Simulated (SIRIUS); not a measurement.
## MgS (Niningerite): equation of state with PBEsol

MgS (Niningerite):

```
S Mg
1.0
     0.00000    2.60165    2.60165
     2.60165    0.00000    2.60165
     2.60165    2.60165    0.00000
S Mg
1 1
Cartesian
  2.6016 2.6016 2.6016
  0.0000 0.0000 0.0000
```

```json
{"Program": "SIRIUS 7.12.0", "Task": "equation of state", "Functional": "PBEsol", "Potentials or basis": "all-electron FP-LAPW", "Cutoff": "158 eV", "Basis": "apw+lo standard", "k mesh": "9 × 9 × 9", "Occupations": "fermi-dirac, width 0.05 eV", "Spin": "no spin polarisation"}
```

```yaml
Equilibrium_volume: 17.39 Å³/atom
Bulk_modulus: 78 GPa
Pressure_derivative_of_the_bulk_modulus: "4.1 (rough: it moves with the points fitted)"
```

Energy against volume, from the lowest point:
| volume (Å³/atom) | energy (meV/atom) |
| --- | --- |
| 16.553 | 10.35 |
| 16.905 | 3.13 |
| 17.257 | 0.00 |
| 17.609 | 0.49 |
| 17.962 | 4.13 |
| 18.314 | 10.78 |
| 18.666 | 20.12 |

All runs of the series together: 3.1 min on 1 thread of Arm Neoverse V2, with other jobs on the host.
